Can a cell be handed from one program to another?

A process engineer who models stress in a silicon carbide layer may take the cell from one program and compute the stress in another. The decision is whether that cell can be used as it stands or must first be brought to equilibrium in the second program. Among five of the seven programs below the volume can be passed on almost freely. Between Quantum ESPRESSO and these five the change brings a false pressure of roughly 0.2 to 0.3 GPa, and from GPAW to ABACUS it brings one of about 1.4 GPa, although GPAW's bulk modulus would raise no suspicion.

PBE calculations without dispersion correction for wurtzite SiC (P6_3mc, 4 atoms per cell), with the programs named in releases of 2025 and 2026, a 10×10×5 k mesh and Fermi-Dirac smearing of 0.05 eV. Volume, modulus and slope come from Birch-Murnaghan fits to energies of cells scaled at fixed shape and relative atomic positions. The basis column gives the plane-wave cutoff.

```
         program                            potentials    basis  equilibrium volume (Å³/atom)  bulk modulus (GPa)  bulk modulus slope  equilibrium volume less the median of the rows (Å³/atom)
          Ansatz                            Ansatz PAW   420 eV                        10.516              212.80               3.930                                                    -0.002
            VASP  VASP PAW PBE potentials, recommended   520 eV                        10.516              212.60               3.900                                                    -0.002
          ABACUS   PseudoDojo NC SR 0.4.1 PBE standard  1116 eV                        10.518              212.00               3.890                                                     0.000
          SIRIUS            dojo sr pbe 0.4.1 standard  1127 eV                        10.518              212.00               3.890                                                     0.000
            DFTK        dojo.nc.sr.pbe.v0_4_1.standard  1116 eV                        10.519              212.00               3.890                                                     0.001
Quantum ESPRESSO               SSSP 1.3 efficiency PBE   748 eV                        10.529              213.20               3.930                                                     0.011
            GPAW  GPAW PAW data sets (gpaw data 1.2.1)   800 eV                        10.586              212.60               3.900                                                     0.068
```

What differs and what does not

Five of the seven volumes lie within 0.003 Å³/atom of each other, too close for their order to matter here. Quantum ESPRESSO lies 0.011 Å³/atom above the median and GPAW 0.068. The GPAW excess is 0.65 % in volume, or about 0.2 % in every length.

The bulk moduli follow another order. They spread by only 0.6 %, and the highest belongs to Quantum ESPRESSO, whose volume is nearly normal. GPAW, with the odd volume, has an ordinary modulus. An explanation has to cover both rows.

A small tilt moves the minimum

The equilibrium volume is the place where the energy curve is flat. Near that place the energy hardly changes, so a slight tilt of the curve moves the minimum visibly. Moving the crystal from the common volume to GPAW's costs only about 0.3 meV/atom. Two programs can therefore agree closely on how the energy changes near the minimum and still disagree on the volume.

The tilt is best read as a pressure. Take ABACUS as the reference, with equilibrium volume V, bulk modulus B and modulus slope B′, the rate at which the modulus grows with pressure. Let ΔE be the energy of another program less that of ABACUS at the same volume. A constant ΔE has no effect, but a ΔE that falls as the cell grows pushes the crystal outwards with an extra pressure

p = −dΔE/dV

The crystal expands until its own elastic resistance balances p. For a small expansion this resistance is B times the fractional change of volume, so that

change of volume = V p / B

Why the modulus can stay the same

The modulus is changed by two effects, which oppose each other in GPAW and Quantum ESPRESSO. The expanded crystal is softer, by B′p, because its bonds are stretched. The extra pressure itself rises when the crystal is compressed, and this adds a stiffness

K = −V dp/dV

The net result is

change of modulus = K − B′p

If p grows on compression as V to the power −n, then K = n p, and the modulus stays put when n is close to B′. This case has a simple picture. The second program gives nearly the same pressure curve, read on a volume scale that is stretched by a fixed fraction. The minimum moves, but the curve has the same steepness when it gets there.

GPAW worked through

The energies at three common volumes give GPAW an extra pressure of 1.376 GPa relative to ABACUS. With the volume and modulus of ABACUS the shift is

10.518 × 1.376 / 212.0 = 0.068 Å³/atom

which is the shift in the table. At the same volume GPAW is the stiffer of the two by K = 5.97 GPa. The softening by expansion takes most of this back:

5.97 − 3.89 × 1.376 = 0.6 GPa

The table has the same difference. The power n is 4.3, close to the modulus slope of 3.9, so GPAW comes near to the stretched scale. The small difference in modulus is thus what remains of two much larger changes, and it is no sign that the volume is right.

Quantum ESPRESSO, the opposite case

Here the extra pressure is only about 0.2 GPa, and the volume hardly moves. But this pressure rises steeply on compression, with n near 9, more than twice the modulus slope. The added stiffness then outweighs the softening, and the modulus ends 1.2 GPa above that of ABACUS. The size of the extra pressure sets the volume, and its steepness decides what happens to the modulus.

How far the model carries

The printed output after this text compares the two formulas with the table for the programs whose energies were used. They reproduce the shifts of both volume and modulus closely, with no constant adjusted to the tabulated results. The GPAW energies did enter the worked estimate, however, and they also belong to the curve from which its tabulated values come. The agreement shows how a tilt becomes a shift; it does not reveal what causes the tilt. The power law is also of no use for Ansatz and VASP, where p and K have opposite signs, though K − B′p still works there.

Where the extra pressure may come from

ABACUS, SIRIUS and DFTK are different programs that use potentials of one family at nearly equal cutoffs. Their volumes agree within 0.001 Å³/atom. For this family, then, the choice of program hardly matters. That directs attention to the potentials and the basis.

An incomplete basis leaves a trace of its own. The stress is computed for a fixed set of plane waves, whereas the energy curve at a fixed cutoff admits new waves as the cell grows. The volume of zero stress and the volume of lowest energy then differ. In GPAW they differ by 0.012 Å³/atom, about one sixth of its excess, and the zero-stress volume is itself 0.059 Å³/atom above that of ABACUS.

The basis therefore looks like a minor part of the matter, and the PAW data sets are the more likely source. This remains a suspicion. Separate GPAW runs with a higher cutoff, a finer density grid and different data sets would test it.

What this means for the stress calculation

If the GPAW cell is used in ABACUS without a new search for the minimum, the crystal starts under a tension of about 1.4 GPa. That tension comes from the change of program and not from the layer. The remedy is to find the equilibrium cell again, shape and atomic positions included, in the program that will compute the stress, or to stay with one program throughout. Either way the starting cell should be the one of zero stress. At GPAW's own energy minimum, for instance, its computed stress still shows a tension of about 0.2 GPa, because the two volumes differ.

In a softer solid the same extra pressure would move the volume by a larger fraction, because B stands in the denominator, but the false tension after a change of program would be about the same. Whether the modulus gave a warning would again depend on how steeply that pressure rises on compression.

The comparison concerns programs, not the true size of the crystal. The cell was scaled with its shape and relative atomic positions held fixed, and sizeable forces remain on the atoms, about 0.7 eV/Å in DFTK near the minimum. Zero mean pressure may thus still hide stress along single axes, the moduli are not those of a fully relaxed crystal, and the close agreement of five programs does not show that their common volume is the correct one.

Printed output of the fit:

```
Relative to ABACUS, from three energies (-99 = no data):
               row  extra pressure GPa  extra modulus at same volume GPa  predicted volume shift A3/atom  table volume shift A3/atom  predicted modulus shift GPa  table modulus shift GPa
            Ansatz            -0.04144                            0.6124                       -0.002056                      -0.002                       0.7736                      0.8
              VASP            -0.04745                            0.3852                       -0.002354                      -0.002                       0.5698                      0.6
            ABACUS                   0                                 0                               0                           0                            0                        0
            SIRIUS                 -99                               -99                             -99                           0                          -99                        0
              DFTK             0.01549                           0.03951                       0.0007687                       0.001                     -0.02076                        0
  Quantum ESPRESSO              0.2157                             2.035                          0.0107                       0.011                        1.195                      1.2
              GPAW               1.376                             5.966                         0.06828                       0.068                       0.6123                      0.6
Energy minimum against zero of stress (-99 = no data):
               row  zero-stress volume A3/atom  energy minimum less zero-stress volume A3/atom
            Ansatz                       10.52                                      -0.0001775
              VASP                       10.51                                        0.002307
            ABACUS                       10.52                                        0.002966
            SIRIUS                         -99                                             -99
              DFTK                       10.52                                         0.00333
  Quantum ESPRESSO                       10.53                                        0.003882
              GPAW                       10.57                                         0.01157
Volume spread of the three PseudoDojo rows, A^3/atom: 0.001
Volume spread without GPAW and Quantum ESPRESSO, A^3/atom: 0.003
GPAW volume excess over the median, percent: 0.6465
The same as a length, percent: 0.2155
Energy cost of that volume shift, meV/atom: 0.2909
Spread of all moduli, percent of the median: 0.5644
Power n of the extra pressure with falling volume, GPAW: 4.335
Power n of the extra pressure with falling volume, Quantum ESPRESSO: 9.431
GPAW excess over ABACUS in zero-stress volume, A^3/atom: 0.05939
GPAW energy-stress mismatch as a share of its volume excess, percent: 17.02
```
